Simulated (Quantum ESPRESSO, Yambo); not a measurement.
Planning a run of Yambo 5.3.0 on BeTe (F-43m). The input:

```
HF_and_locXC
gw0
dyson
ppa
em1d
rim_cut
RandQpts= 1000000
RandGvec= 1 RL
EXXRLvcs= 88 Ry
VXCRLvcs= 352 Ry
Chimod= "HARTREE"
% BndsRnXp
 1 | 110 |
%
NGsBlkXp= 14.5 Ry
% LongDrXp
 1 | 1 | 1 |
%
% GbndRnge
 1 | 110 |
%
DysSolver= "n"
ExtendOut
PPAPntXp= 27.21138 eV
% QPkrange
 1 | 8 | 11 | 18 |
%
GfnQPdb= "E < ./gw4_fix/ndb.QP"
XfnQPdb= "E < ./gw4_fix/ndb.QP"
```

The database entry behind the starting cell differs from later determinations by our own check (an axis about 1.5 % short against later determinations), so it need not match the best structure at ambient conditions.

```sh
OMP_NUM_THREADS=1 mpirun -n 4 yambo -F gw5.in -J gw5 -C gw5 > gw5.log
```

The stored states that it reads are on a 4×4×4 mesh. It takes space group F-43m (No. 216, cubic). Conventional cell: a = 5.540 Å, b = 5.540 Å, c = 5.540 Å, α = 90.00°, β = 90.00°, γ = 90.00°. Nearest to Be lie 4 Te at 2.40 Å. Nearest to Te lie 4 Be at 2.40 Å. Farther neighbours and most contacts between anions are not listed.

Q: How long will it take on 4 MPI ranks of Arm Neoverse V1, shared host, and how much memory?

It took 7 min; on shared hardware allow 3.5 min to 14 min. Peak host memory was 1.7 GiB.

The screening grows as filled bands × empty bands × pairs of k points, times the square of the screening basis for the matrix.

[Paths, hosts, dates, memory and timing lines, banners, echoed tables and standing remarks are left out of the program output.]

[Logs are printed without paths, hosts, clocks, repeated set-up lines and the standing remarks that a program may print on its own settings, such as how far it seeks lower states.]

[Runs of the session that timed out or met a known fault of the program may be left out.]

[Hosts, paths, dates, database ids (printed as entryN), source tags and the programs' standing remarks are cut or masked in the printed files.]
